GPAW 26.7.0 and Wannier90 3.1.0, PBE with PAW data sets, 600 eV plane-wave cutoff and an 8×8×8 k mesh, for silicon in the diamond structure (two-atom cell). Eight Wannier functions were built from 11 bands on a 5×5×5 k mesh, with no iterations to minimise their spread. Centres are given in fractions of the cell edges.

```
row  function a (fractional)  function b (fractional)  function c (fractional)  function spread (angstrom^2)
  1                    0.500                    0.500                    0.500                         1.543
  2                    0.500                    0.500                    0.500                         1.958
  3                    0.500                    0.500                    0.500                         1.957
  4                    0.500                    0.500                    0.500                         1.959
  5                    0.750                    0.750                    0.750                         1.543
  6                    0.751                    0.749                    0.750                         1.959
  7                    0.749                    0.751                    0.750                         1.958
  8                    0.750                    0.750                    0.750                         1.959
```

The eight functions fall into two groups of four, and each group shows the same pattern: one compact function with a spread of 1.54 Å² and three broader ones near 1.96 Å². The broader functions thus exceed the compact one by about 27 per cent of its spread. The two silicon atoms of the cell are equivalent by symmetry, and so are the three broad functions at each site. Differences of 0.001 or 0.002 Å² among them are therefore numerical noise, and the real question is why one function in four is smaller.

A Wannier function is a localised function built from the spreading waves of a crystal, here from a PBE calculation. The columns function a, function b and function c locate its centre in units of the cell edges. The column function spread is the mean square distance from that centre,

Ω = ⟨r²⟩ − |⟨r⟩|²,

where r is the position and the brackets are averages over the function. Its square root is a kind of radius, 1.24 Å for the compact functions and 1.40 Å for the broad ones. Both exceed half the bond length, 1.18 Å, so each function reaches well into the region of its neighbours.

The first thing to settle is what kind of functions these are. In the limit of pure bond functions, the four bonds around an atom would give four different centres, one at each bond midpoint. The table shows four functions sharing one centre, which excludes that reading. The two shared centres lie 2.36 Å apart, one silicon–silicon bond length.

The energies complete the identification. In the same calculation the compact function has a mean energy 6.4 eV below that of its three partners, close to the separation of the 3s and 3p levels in a free silicon atom, roughly 7 eV as a recalled value. One low function and three equal higher ones on a shared centre are the signature of an s function and three p functions on an atom. Placing them on the atoms is an inference, since the empty tetrahedral sites of the diamond lattice are the same distance apart, but the atom-like energies speak strongly for it. In this run the functions were not mixed with one another to reduce their spread, so the sorting into s and p reflects the starting choice of functions and is no discovery about the bonding.

Why, then, is p broader than s? The tempting answer is its shape: a p function has two lobes that point outwards, while an s function is round. The definition of the spread shows why this fails. An atomic function is a radial part R(r) multiplied by an angular part, and the square of the angular part integrates to one over all directions, leaving

⟨r²⟩ = ∫ R(r)² r⁴ dr.

If s and p had the same radial part, they would have exactly the same spread, lobes or no lobes.

The hydrogen atom takes this argument a step further. Its 3s and 3p functions belong to the same nuclear charge and the same energy, and the mean square radius of 3p is only 0.87 times that of 3s. Angular momentum alone thus gives the opposite order to the ratio of 1.27 in the table. The analogy ends where silicon has something that hydrogen lacks, a core of ten electrons around the nucleus. That core is the natural place to look for the cause.

A second answer looks at the energies instead. The p functions have mean energies near 7.2 eV, above the Fermi level at 5.5 eV, which suggests that they are empty and therefore loosely held. Counting electrons refutes the first half of this idea. The cell has eight valence electrons and the two s functions can take at most four, so at least four must sit in the p functions.

The mean energy misleads because a p function takes part in both bonding and antibonding bands. Its energy is an average over the two, and the average can lie above the Fermi level although the bonding part is filled. The count does assume that the eight functions contain the occupied bands. Bands rebuilt from them miss the calculated ones by 0.06 eV on average but by 1.4 eV at worst, so the count is a sound argument about occupation and not a precise census.

The third answer is penetration of the core, and standard atomic theory supplies the steps. Far outside the core, an electron sees a nucleus screened by the ten core electrons; close to the nucleus it sees nearly the full charge. A 3s function has a finite density at the nucleus, whereas the centrifugal barrier keeps a 3p function away from it. The 3s electron therefore feels a larger charge on average, which lowers its energy and draws in its outer part as well. The calculated order, with the lower function also the smaller one, is what this mechanism requires.

A simple model turns the argument into a size. Slater's form of an atomic function with principal quantum number n = 3 has the radial part r² exp(−ζr), where ζ sets how fast it decays. Its mean square radius in units of the Bohr radius a₀ is

⟨r²⟩ = 14 a₀²/ζ², with ζ = Z_eff/3.

Here Z_eff is the effective charge that the electron feels. In the limit of equal charges the two spreads coincide, so in this model any difference comes from screening alone.

For the free silicon atom, rough recalled effective charges are 4.9 for 3s and 4.3 for 3p. The p function can be worked out in two lines:

⟨r²⟩ = 14 × (3/4.3)² a₀² = 6.8 a₀²
6.8 × 0.28 Å² = 1.9 Å²

The factor 0.28 Å² is the square of the Bohr radius. The same steps with the larger charge give 1.47 Å² for the s function.

These estimates lie about 5 per cent below the tabulated spread for s and 3 per cent below it for p. Their ratio is 1.30, against 1.27 in the table. The charges describe the free atom and no row of the table went into them, so the comparison, made row by row in the printed analysis that follows, is a rough check and not a fit. The result fits the picture of a difference between s and p that is already present in the free atom and survives in the crystal.

The close match deserves only limited trust, in the ratio as well as in the absolute sizes. A Slater function has no inner nodes and falls off too quickly, so a real free-atom 3p function reaches further out than the model says. The more tightly held 3s function should suffer less from this fault, so the true ratio in the free atom is expected to be larger than 1.30, and the close match is partly an accident. The Wannier functions, for their part, are made orthogonal to their neighbours, which reshapes their tails, and their absolute spreads depend on a rather coarse mesh of 5×5×5 points. The agreement is consistent with penetration as the cause, but the case for that cause rests on atomic theory, and the numbers can't separate it from changes which the crystal makes to both functions.

For a neighbouring case, the useful question is how differently the core screens the two valence shells. Within the model the ratio of the spreads is the inverse square of the ratio of the charges, so a charge difference of a tenth already changes the spread by about a fifth. Where s and p feel nearly the same charge, the model gives nearly equal spreads. The hydrogen ratio of 0.87 warns that the inner nodes, which the model leaves out, can shift this result noticeably.

The difference between s and p also belongs to this choice of functions and not to silicon as such. The s and the three p functions on one atom can be mixed into four equivalent hybrids, each leaning towards one neighbour. All four would then have the same spread, and the pattern of one and three would vanish. Mixing leaves the sum of ⟨r²⟩ about the atom unchanged, so if every centre moves out by a distance δ, the total spread of the eight functions falls by 8δ².

The calculation limits how far this can go. Of the total spread of 14.8 Å², only 5.8 Å² depends on how the functions are mixed, which gives

δ ≤ √(5.8 Å²/8) = 0.85 Å.

This holds strictly for a fine mesh, and it falls clearly short of the 1.18 Å from the atom to the middle of the bond. Hybrids on one atom can point along a bond, but a function centred on the bond needs contributions from both atoms.

Printed output of the fit:

```
Spreads and the Slater estimate without fitting:
  row  on-site energy eV  spread A^2  Slater estimate A^2  miss percent
    1             0.8334       1.543                 1.47        -4.761
    2              7.201       1.958                1.908        -2.541
    3              7.202       1.957                1.908        -2.491
    4                7.2       1.959                1.908         -2.59
    5             0.8335       1.543                 1.47        -4.761
    6              7.202       1.959                1.908         -2.59
    7              7.203       1.958                1.908        -2.541
    8              7.201       1.959                1.908         -2.59
Distance between the two sites in angstrom: 2.357
Largest shift of a centre from its site in angstrom: 0.003849
Mean spread of the s-like functions in angstrom^2: 1.543
Mean spread of the p-like functions in angstrom^2: 1.958
Ratio of p to s spread in the table: 1.269
Ratio from Slater functions with different charges: 1.299
Ratio from hydrogen-like 3p and 3s at equal charge: 0.8696
Root mean square radius of s-like and p-like functions in angstrom: 1.242, 1.399
On-site energy of p above s in eV: 6.368
Fewest electrons that the six p-like functions must hold: 4
Total spread and its part that depends on the choice of functions in angstrom^2: 14.84, 5.839
Upper limit of the hybrid centre shift and half a bond in angstrom: 0.8543, 1.179
```
